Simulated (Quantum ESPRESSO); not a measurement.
WS2, a slab with vacuum:

```
W S
1.0
     3.18352    0.00000    0.00000
    -1.59176    2.75701    0.00000
     0.00000    0.00000   16.95058
W S
1 2
Direct
  0.00000 0.00000 0.00000
  0.33333 0.66667 0.09200
  0.33333 0.66667 0.90800
```

| Quantity | Value |
| --- | --- |
| Program | Quantum ESPRESSO 7.5 |
| Task | single point |
| Functional | PBEsol |
| Potentials or basis | GBRV 1.5 PBEsol |
| Cutoff | 762 eV |
| Density cutoff | 6095 eV |
| k mesh | 10 × 10 × 2 |
| Occupations | fermi-dirac, width 0.05 eV |
| Spin | no spin polarisation |

On this cell: largest force 0.097 eV/Å; band gap on the k mesh 1.98 eV, indirect (least direct gap 2.15 eV).

The same run follows on a disturbed copy (atoms moved at random, drawn with an rms of 0.05 Å):

```
CELL_PARAMETERS angstrom
3.18352 0.00000 0.00000
-1.59176 2.75701 0.00000
0.00000 0.00000 16.95058
ATOMIC_POSITIONS crystal
W 0.99775 0.00096 0.99765
S 0.33985 0.65947 0.09287
S 0.33153 0.65848 0.90878
```

What changes?

The energy moves by +20.8 meV/atom; largest force 1.890 eV/Å; band gap on the k mesh 1.91 eV, indirect (least direct gap 2.12 eV).

Forces on the atoms (eV/Å):
```
W    0.570 -0.511  1.728
S   -0.370  0.205 -0.907
S   -0.200  0.306 -0.820
```

Stress tensor (GPa, compression positive):
```
-1.40  0.18 -0.32
 0.18 -1.03 -0.14
-0.32 -0.14 -0.25
```

Caveats: spin-orbit coupling is left out, which moves the levels of the heavy elements.

A k mesh can miss the band edges.
